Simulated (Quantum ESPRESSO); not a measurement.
# Os (P6_3/mmc) in Quantum ESPRESSO: a series of runs

One crystal, Os, is run at these levels: PBE; tasks: phonons.

Program: Quantum ESPRESSO 7.5. These are calculated values, not measurements. Logs are shortened: lines on timing, memory, paths and dates and some standing lists are left out, and cuts for length are marked.

### Step 1. The structure

Symmetry: P6_3/mmc, No. 194, hexagonal system. Conventional cell: a = 2.734 Å, b = 2.734 Å, c = 4.320 Å, α = 90.00°, β = 90.00°, γ = 120.00°. Around Os (site symmetry -6m2) lie 12 Os at 2.68 to 2.73 Å.

### Step 2. Phonons, PBE

Contents of pw.in:

```
&CONTROL
  calculation = 'scf'
  prefix = 'pwscf'
  outdir = './tmp'
  pseudo_dir = './pseudo'
  tprnfor = .true.
  tstress = .true.
  disk_io = 'low'
/
&SYSTEM
  ibrav = 0
  celldm(1) = 8
  nat = 2
  ntyp = 1
  ecutwfc = 45
  ecutrho = 360
  nbnd = 24
  occupations = 'smearing'
  smearing = 'mv'
  degauss = 0.01469973
/
&ELECTRONS
  conv_thr = 4d-10
  electron_maxstep = 120
  mixing_beta = 0.5
/
ATOMIC_SPECIES
Os   190.2300 os_pbe_v1.2.uspp.F.UPF
CELL_PARAMETERS alat
  0.6458375246674   0.0000000000000   0.0000000000000
 -0.3229187623337   0.5593117030823   0.0000000000000
  0.0000000000000   0.0000000000000   1.0203812425682
ATOMIC_POSITIONS crystal
Os     0.6666666667    0.3333333333    0.7500000000
Os     0.3333333333    0.6666666667    0.2500000000
K_POINTS automatic
9 9 5 0 0 0
```

Contents of relax.in:

```
&CONTROL
  calculation = 'vc-relax'
  prefix = 'pwscf'
  outdir = './tmp'
  pseudo_dir = './pseudo'
  tprnfor = .true.
  tstress = .true.
  disk_io = 'low'
  nstep = 40
  forc_conv_thr = 0.0001
  etot_conv_thr = 1d-06
/
&SYSTEM
  ibrav = 0
  celldm(1) = 8
  nat = 2
  ntyp = 1
  ecutwfc = 45
  ecutrho = 360
  nbnd = 24
  occupations = 'smearing'
  smearing = 'mv'
  degauss = 0.01469973
/
&ELECTRONS
  conv_thr = 4d-10
  electron_maxstep = 120
  mixing_beta = 0.5
/
&IONS
  ion_dynamics = 'bfgs'
/
&CELL
  cell_dynamics = 'bfgs'
  press = 0
  press_conv_thr = 0.2
/
ATOMIC_SPECIES
Os   190.2300 os_pbe_v1.2.uspp.F.UPF
CELL_PARAMETERS alat
  0.6458375246692   0.0000000000000   0.0000000000000
 -0.3229187623346   0.5593117030808   0.0000000000000
  0.0000000000000   0.0000000000000   1.0203812425682
ATOMIC_POSITIONS crystal
Os     0.6666666666    0.3333333332    0.7500000000
Os     0.3333333332    0.6666666666    0.2500000000
K_POINTS automatic
9 9 5 0 0 0
```

Contents of scf2.in:

```
&CONTROL
  calculation = 'scf'
  prefix = 'pwscf'
  outdir = './tmp'
  pseudo_dir = './pseudo'
  tprnfor = .true.
  tstress = .true.
  disk_io = 'low'
/
&SYSTEM
  ibrav = 0
  celldm(1) = 8
  nat = 2
  ntyp = 1
  ecutwfc = 45
  ecutrho = 360
  nbnd = 24
  occupations = 'smearing'
  smearing = 'mv'
  degauss = 0.01469973
/
&ELECTRONS
  conv_thr = 1d-13
  electron_maxstep = 120
  mixing_beta = 0.5
  startingpot = 'file'
  startingwfc = 'file'
/
ATOMIC_SPECIES
Os   190.2300 os_pbe_v1.2.uspp.F.UPF
CELL_PARAMETERS alat
  0.6496369005017  -0.0000000000068   0.0000000000000
 -0.3248184502450   0.5626020590737   0.0000000000000
  0.0000000000000   0.0000000000000   1.0275702186270
ATOMIC_POSITIONS crystal
Os     0.6666666665    0.3333333331    0.7500000000
Os     0.3333333331    0.6666666665    0.2500000000
K_POINTS automatic
9 9 5 0 0 0
```

Contents of ph.in:

```
phonons of Os
&INPUTPH
  prefix = 'pwscf'
  outdir = './tmp'
  tr2_ph = 1d-18
  fildyn = 'dyn'
  niter_ph = 90
  alpha_mix(1) = 0.4
/
0.0000000000 0.0000000000 0.0000000000
```

Contents of dynmat.in:

```
&INPUT
  fildyn = 'dyn'
  asr = 'crystal'
  filout = 'dynmat.disp'
  fileig = 'dynmat.eig'
/
```

Potentials or basis: GBRV 1.5 PBE.

Launch:

```console
OMP_NUM_THREADS=1 pw.x -in pw.in > pw.out
OMP_NUM_THREADS=1 pw.x -in relax.in > relax.out
OMP_NUM_THREADS=1 pw.x -in scf2.in > scf2.out
OMP_NUM_THREADS=1 ph.x -in ph.in > ph.out
OMP_NUM_THREADS=1 dynmat.x -in dynmat.in > dynmat.out
```

pw.out:

```text
This program is part of the open-source Quantum ESPRESSO suite
     for quantum simulation of materials; please cite
[... 9 lines left out ...]
     --------------------
     sticks:   dense  smooth     PW     G-vecs:    dense   smooth      PW
     Sum         661     337    109                21793     7631    1387

     Using Slab Decomposition

     bravais-lattice index     =            0
     lattice parameter (alat)  =       8.0000  a.u.
     unit-cell volume          =     188.7164 (a.u.)^3
     number of atoms/cell      =            2
     number of atomic types    =            1
     number of electrons       =        32.00
     number of Kohn-Sham states=           24
     kinetic-energy cutoff     =      45.0000  Ry
     charge density cutoff     =     360.0000  Ry
     scf convergence threshold =      4.0E-10
     mixing beta               =       0.5000
     number of iterations used =            8  plain     mixing
     Exchange-correlation= SLA  PW   PBE  PBE
                           (   1   4   3   4   0   0   0)

     celldm(1)=   8.000000  celldm(2)=   0.000000  celldm(3)=   0.000000
     celldm(4)=   0.000000  celldm(5)=   0.000000  celldm(6)=   0.000000

     crystal axes: (cart. coord. in units of alat)
               a(1) = (   0.645838   0.000000   0.000000 )
               a(2) = (  -0.322919   0.559312   0.000000 )
               a(3) = (   0.000000   0.000000   1.020381 )

     reciprocal axes: (cart. coord. in units 2 pi/alat)
               b(1) = (  1.548377  0.893956 -0.000000 )
               b(2) = (  0.000000  1.787912  0.000000 )
               b(3) = (  0.000000 -0.000000  0.980026 )

     PseudoPot. # 1 for Os read from file:
     os_pbe_v1.2.uspp.F.UPF
     Pseudo is Ultrasoft + core correction, Zval = 16.0
     Generated by new atomic code, or converted to UPF format
     Using radial grid of  983 points,  8 beta functions with:
                l(1) =   0
                l(2) =   0
                l(3) =   1
                l(4) =   1
                l(5) =   2
                l(6) =   2
                l(7) =   3
                l(8) =   3
     Q(r) pseudized with  8 coefficients,  rinner =    1.150   1.150   1.150
                                                       1.150   1.150   1.150
                                                       1.150

     atomic species   valence    mass     pseudopotential
     Os               16.00   190.23000     Os( 1.00)

     24 Sym. Ops., with inversion, found (12 have fractional translation)

   Cartesian axes

     site n.     atom                  positions (alat units)
         1        Os     tau(   1) = (   0.3229188   0.1864372   0.7652859  )
         2        Os     tau(   2) = (  -0.0000000   0.3728745   0.2550953  )

     number of k points=    36  Marzari-Vanderbilt smearing, width (Ry)=  0.0147
                       cart. coord. in units 2pi/alat
        k(    1) = (   0.0000000   0.0000000   0.0000000), wk =   0.0049383
        k(    2) = (   0.0000000   0.0000000   0.1960052), wk =   0.0098765
        k(    3) = (   0.0000000   0.0000000   0.3920103), wk =   0.0098765
        k(    4) = (   0.0000000   0.1986569   0.0000000), wk =   0.0296296
        k(    5) = (   0.0000000   0.1986569   0.1960052), wk =   0.0592593
        k(    6) = (   0.0000000   0.1986569   0.3920103), wk =   0.0592593
[... 28 lines left out ...]
        k(   35) = (   0.5161257   0.8939559   0.1960052), wk =   0.0197531
        k(   36) = (   0.5161257   0.8939559   0.3920103), wk =   0.0197531

     Dense  grid:    21793 G-vectors     FFT dimensions: (  32,  32,  50)

     Smooth grid:     7631 G-vectors     FFT dimensions: (  24,  24,  36)

     Initial potential from superposition of free atoms

     starting charge      30.9999, renormalised to      32.0000

     negative rho (up, down):  2.580E-01 0.000E+00
     Starting wfcs are   26 randomized atomic wfcs

     Self-consistent Calculation

     iteration #  1     ecut=    45.00 Ry     beta= 0.50
     Davidson diagonalization with overlap
     ethr =  1.00E-02,  avg # of iterations =  4.0

     negative rho (up, down):  2.603E-01 0.000E+00

     total energy              =    -397.09488088 Ry
     estimated scf accuracy    <       0.38781122 Ry

     iteration #  2     ecut=    45.00 Ry     beta= 0.50
     Davidson diagonalization with overlap
     ethr =  1.21E-03,  avg # of iterations =  2.3

     negative rho (up, down):  2.564E-01 0.000E+00

     total energy              =    -397.15892913 Ry
     estimated scf accuracy    <       0.00298723 Ry

     iteration #  3     ecut=    45.00 Ry     beta= 0.50
     Davidson diagonalization with overlap
     ethr =  9.34E-06,  avg # of iterations =  5.8

     negative rho (up, down):  2.547E-01 0.000E+00

     total energy              =    -397.16017800 Ry
     estimated scf accuracy    <       0.00023604 Ry

     iteration #  4     ecut=    45.00 Ry     beta= 0.50
     Davidson diagonalization with overlap
     ethr =  7.38E-07,  avg # of iterations =  2.7

     negative rho (up, down):  2.548E-01 0.000E+00

     total energy              =    -397.16022237 Ry
     estimated scf accuracy    <       0.00004995 Ry

     iteration #  5     ecut=    45.00 Ry     beta= 0.50
     Davidson diagonalization with overlap
     ethr =  1.56E-07,  avg # of iterations =  2.3

     negative rho (up, down):  2.549E-01 0.000E+00

     total energy              =    -397.16023461 Ry
     estimated scf accuracy    <       0.00000517 Ry

     iteration #  6     ecut=    45.00 Ry     beta= 0.50
     Davidson diagonalization with overlap
     ethr =  1.61E-08,  avg # of iterations =  2.0

     negative rho (up, down):  2.550E-01 0.000E+00

     total energy              =    -397.16023597 Ry
     estimated scf accuracy    <       0.00000004 Ry

     iteration #  7     ecut=    45.00 Ry     beta= 0.50
     Davidson diagonalization with overlap
     ethr =  1.40E-10,  avg # of iterations =  4.0

     negative rho (up, down):  2.550E-01 0.000E+00

     total energy              =    -397.16023601 Ry
     estimated scf accuracy    <       0.00000003 Ry

     iteration #  8     ecut=    45.00 Ry     beta= 0.50
     Davidson diagonalization with overlap
     ethr =  8.56E-11,  avg # of iterations =  1.7

     negative rho (up, down):  2.550E-01 0.000E+00

     total energy              =    -397.16023601 Ry
     estimated scf accuracy    <          2.5E-09 Ry

     iteration #  9     ecut=    45.00 Ry     beta= 0.50
     Davidson diagonalization with overlap
     ethr =  7.74E-12,  avg # of iterations =  2.0

     negative rho (up, down):  2.550E-01 0.000E+00

     End of self-consistent calculation

          k = 0.0000 0.0000 0.0000 (   977 PWs)   bands (ev):

   -60.2979 -60.1820 -20.2408 -19.3192 -19.3192 -19.1415 -19.1415 -19.0736
    15.4622  18.6150  23.3628  23.3628  23.6305  24.2064  24.2064  24.8705
    24.8705  26.4284  28.1254  28.1254  35.4470  39.7222  42.1580  43.4108

          k = 0.0000 0.0000 0.1960 (   971 PWs)   bands (ev):

   -60.2869 -60.1931 -20.1352 -19.3024 -19.3024 -19.1915 -19.1586 -19.1586
    15.9533  18.6604  23.1416  23.1416  23.3567  23.9087  23.9087  25.0513
    25.5310  25.5310  28.1529  28.1529  37.4786  39.0444  42.0425  43.9836

          k = 0.0000 0.0000 0.3920 (   984 PWs)   bands (ev):

   -60.2580 -60.2222 -19.8533 -19.4932 -19.2582 -19.2582 -19.2033 -19.2033
    17.2140  18.3991  22.8711  23.0619  23.0619  23.2057  23.3743  23.3743
    26.7589  26.7589  27.7874  27.7874  39.0086  40.0611  41.6637  45.3072

          k = 0.0000 0.1987 0.0000 (   969 PWs)   bands (ev):

   -60.2880 -60.1784 -20.1990 -19.4072 -19.3489 -19.2334 -19.1540 -19.0941
    15.9581  19.0431  22.6490  23.7981  23.8921  24.1027  24.2750  24.5384
    24.6127  25.2019  28.3549  30.2581  35.4002  40.7193  42.7517  44.2181

          k = 0.0000 0.1987 0.1960 (   975 PWs)   bands (ev):

   -60.2776 -60.1889 -20.1049 -19.3848 -19.3305 -19.3014 -19.1729 -19.1527
    16.4273  19.1166  22.6719  23.0981  23.4002  23.4704  24.2749  24.6124
    25.3608  25.5543  28.3000  29.3331  37.4526  40.0329  42.5823  44.2254

          k = 0.0000 0.1987 0.3920 (   981 PWs)   bands (ev):

   -60.2503 -60.2165 -19.8551 -19.5420 -19.3220 -19.2821 -19.2412 -19.2219
    17.6525  18.8732  22.2149  22.4604  23.0210  23.3884  23.7274  23.7307
    26.6471  26.8524  27.7771  28.1790  39.9049  40.2955  41.8674  44.9399

          k = 0.0000 0.3973 0.0000 (   969 PWs)   bands (ev):

   -60.2622 -60.1701 -20.0834 -19.6294 -19.4583 -19.4206 -19.1886 -19.1553
    17.2560  19.8369  22.0253  22.2544  23.4091  23.8673  24.5950  25.0335
    25.3248  25.7518  28.7558  33.2136  35.0847  41.1947  42.3235  43.5875

          k = 0.0000 0.3973 0.1960 (   972 PWs)   bands (ev):

   -60.2535 -60.1790 -20.0346 -19.5868 -19.5219 -19.3988 -19.2111 -19.1876
    17.6136  20.0042  21.7380  22.1495  23.0205  23.8648  24.3319  25.2436
    25.6868  25.9378  28.5400  31.1997  37.2154  41.4568  42.3646  43.9929
[... 139 lines left out ...]
          k = 0.3441 0.7946 0.1960 (   963 PWs)   bands (ev):

   -60.1891 -60.1678 -20.0053 -19.9053 -19.7356 -19.5449 -19.4758 -19.3394
    19.7803  20.6982  20.9275  21.5588  22.8090  23.6140  24.7117  27.2063
    27.6669  28.8636  31.3898  32.9717  35.6523  36.3924  39.4014  41.5827

          k = 0.3441 0.7946 0.3920 (   960 PWs)   bands (ev):

   -60.1825 -60.1744 -20.0591 -20.0185 -19.6951 -19.6003 -19.3420 -19.2814
    19.8038  20.3155  21.3574  22.0217  22.5800  23.5180  24.9154  25.6162
    28.0441  28.8041  32.0449  32.9729  35.7565  36.9164  38.9402  40.5484

          k = 0.5161 0.8940 0.0000 (   954 PWs)   bands (ev):

   -60.1751 -60.1751 -19.9314 -19.7559 -19.7559 -19.5618 -19.5533 -19.5533
    19.8834  21.0200  21.0200  21.7901  22.9902  22.9902  25.0805  27.9224
    27.9224  28.5141  31.7106  31.7106  33.4650  40.2809  41.2875  41.2875

          k = 0.5161 0.8940 0.1960 (   975 PWs)   bands (ev):

   -60.1751 -60.1751 -19.8971 -19.8806 -19.8806 -19.5981 -19.4242 -19.4242
    20.2214  20.8654  20.8654  21.8216  22.9647  22.9647  24.9599  27.2734
    28.0356  28.0356  32.2798  32.2798  34.7921  39.1523  39.1523  39.6599

          k = 0.5161 0.8940 0.3920 (   969 PWs)   bands (ev):

   -60.1751 -60.1751 -19.9950 -19.9950 -19.8061 -19.6920 -19.3027 -19.3027
    20.6162  20.6162  21.0516  21.7165  22.9735  22.9735  24.8622  25.5488
    28.0722  28.0722  33.9829  33.9829  36.6348  36.6348  36.8790  38.5188

     the Fermi energy is    26.6053 ev

!    total energy              =    -397.16023601 Ry
     estimated scf accuracy    <          4.9E-11 Ry
     smearing contrib. (-TS)   =      -0.00030989 Ry
     internal energy E=F+TS    =    -397.15992612 Ry

     The total energy is F=E-TS. E is the sum of the following terms:
     one-electron contribution =     -41.66171981 Ry
     hartree contribution      =      44.26453129 Ry
     xc contribution           =     -75.00307687 Ry
     ewald contribution        =    -324.75966073 Ry

     convergence has been achieved in   9 iterations

     negative rho (up, down):  2.550E-01 0.000E+00

     Forces acting on atoms (cartesian axes, Ry/au):

     atom    1 type  1   force =     0.00000000    0.00000000    0.00000000
     atom    2 type  1   force =     0.00000000    0.00000000    0.00000000

     Total force =     0.000000     Total SCF correction =     0.000000

     Computing stress (Cartesian axis) and pressure

     negative rho (up, down):  2.550E-01 0.000E+00
          total   stress  (Ry/bohr**3)                   (kbar)     P=       78.46
   0.00050438  -0.00000000   0.00000000           74.20       -0.00        0.00
  -0.00000000   0.00050438   0.00000000           -0.00       74.20        0.00
   0.00000000   0.00000000   0.00059137            0.00        0.00       86.99

=------------------------------------------------------------------------------=
   JOB DONE.
=------------------------------------------------------------------------------=
```

Wall time 8.4 min (1 thread of Intel Xeon Platinum 8259CL at 2.50GHz (Skylake/Cascade Lake), shared host); peak memory 0.26 GiB.

Results:

* Free energy: -5403.6539 eV
* Relaxed volume: 14.25 Å³/atom
* Relaxed cell: a = 2.750 Å, b = 2.750 Å, c = 4.350 Å, α = 90.00°, β = 90.00°, γ = 120.00°
* Space group after relaxing (to 0.05 Å): P6_3/mmc (No. 194)
* Pressure after relaxing: 0.0 GPa
* Band gap on the k mesh: none (metal or under the smearing width)
* Highest phonon frequency at Γ: 221 cm⁻¹

Step by step:
```
step  energy change (eV)  largest force (eV/Å)  pressure (GPa)  volume (Å³)
   1              0.0000                0.0000            7.85        27.96
   2              0.0026                0.0000           -7.97        29.10
   3             -0.0128                0.0000           -0.12        28.50
   4             -0.0128                0.0000            0.00        28.49
```

Final structure:
```
Os
1.0
     2.75018    0.00000    0.00000
    -1.37509    2.38173    0.00000
     0.00000    0.00000    4.35013
Os
2
Direct
  0.66667 0.33333 0.75000
  0.33333 0.66667 0.25000
```

Phonon frequencies in cm⁻¹ (negative: imaginary):
```csv
q point,frequencies
"(0.000, 0.000, 0.000)",0 0 0 167 167 221
```

Optical modes at Γ, degenerate ones joined:
```
cm⁻¹  components  symmetry  active in
 167           2       E2g      Raman
 221           1       B1g     silent
```

Caveat: the mesh is thin for the phonons of a metal. The run has no spin-orbit coupling, so splittings on Os are missing.

[end of part 1 of 3]
